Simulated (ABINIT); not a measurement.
The system is FeO (Wuestite).

```
CELL_PARAMETERS angstrom
0.00000 2.15540 2.15540
2.15540 0.00000 2.15540
2.15540 2.15540 0.00000
ATOMIC_POSITIONS crystal
Fe 0.00000 0.00000 0.00000
O 0.50000 0.50000 0.50000
```

* Program: ABINIT 10.8.3 (patched build)
* Task: relaxation of cell and atoms
* Functional: PBEsol
* Potentials or basis: PseudoDojo NC SR PBEsol v0.4.1 standard
* Cutoff: 1225 eV
* k mesh: 8 × 8 × 8
* Occupations: fermi-dirac, width 0.05 eV
* Spin: collinear spin, ferromagnetic start
* Starting moments: [3.0, 0.0] μB

At the start: pressure -9.0 GPa; volume 10.01 Å³/atom.

How do energy, volume and symmetry change on relaxing?

Over 5 steps the energy falls by 14.0 meV/atom and the volume is 9.54 Å³/atom (-4.7 %); space group Fm-3m (No. 225, to 0.05 Å); moment 4.00 μB per cell.

Step by step:
```csv
step,energy change (eV),largest force (eV/Å),pressure (GPa),volume (Å³)
1,0.0000,0.0000,-9.03,20.03
2,-0.0227,0.0000,-4.13,19.48
3,-0.0279,0.0000,0.36,19.05
4,-0.0280,0.0000,-0.01,19.08
5,-0.0280,0.0000,0.00,19.08
```

Final structure:
```
CELL_PARAMETERS angstrom
0.00000 2.12087 2.12087
2.12087 0.00000 2.12087
2.12087 2.12087 0.00000
ATOMIC_POSITIONS crystal
Fe 0.00000 0.00000 0.00000
O 0.50000 0.50000 0.50000
```

Caveat: a cell with one magnetic atom can't hold antiferromagnetic order, which such compounds often take.
